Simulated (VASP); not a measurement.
Runs of VASP 6.6.1 on KMgF3. All rows change the cell; the cell of one of them follows. Symmetry: P4/mmm, No. 123, tetragonal system. Conventional cell: a = 3.986 Å, b = 3.986 Å, c = 4.305 Å, α = 90.00°, β = 90.00°, γ = 90.00°. Around K (site symmetry 4/mmm) lie 12 F at 2.82 to 2.93 Å. Around Mg (site symmetry 4/mmm) lie 6 F at 1.99 to 2.15 Å. Around F (site symmetry mmm) lie 2 Mg at 1.99 Å. F (site symmetry 4/mmm) is surrounded by 2 Mg at 2.15 Å. 

```csv
cell,further INCAR settings,gap on the mesh (eV),pressure (GPa)
"strain +0.000 along x and y, +0.080 along z, atoms carried along",ALGO = Fast; EDIFF = 1e-06; NBANDS = 24,6.54,-4.3
"strain +0.000 along x and y, -0.040 along z, atoms carried along",ALGO = Fast; EDIFF = 1e-06; NBANDS = 24,(b),3.5
"strain -0.040 along x and y, -0.080 along z, atoms carried along",ALGO = Fast; EDIFF = 1e-07; NBANDS = 24,(c),18.2
"strain -0.040 along x and y, +0.000 along z, atoms carried along",ALGO = Fast; EDIFF = 1e-07; NBANDS = 24,7.71,(a)
```

Alike in all rows: task single point; level PBEsol; potentials or basis VASP PAW PBE potentials, release 64 (K_sv, Mg, F); no spin polarisation; k mesh 6 × 6 × 6; cutoff (eV) 520; smearing gaussian 0.05 eV.

Q: Estimate the missing entries.

A: (a) 7.5; (b) 7.41; (c) 8.44.

Caveats: the PAW data sets were made with another functional, which shifts forces and pressure a little (some runs); so large a pressure means that the cell lies far from this level's equilibrium, or that cutoff or potentials fall short (some runs); the potentials were made for another functional, which shifts forces and pressure (some runs).

A k mesh can miss the band edges.
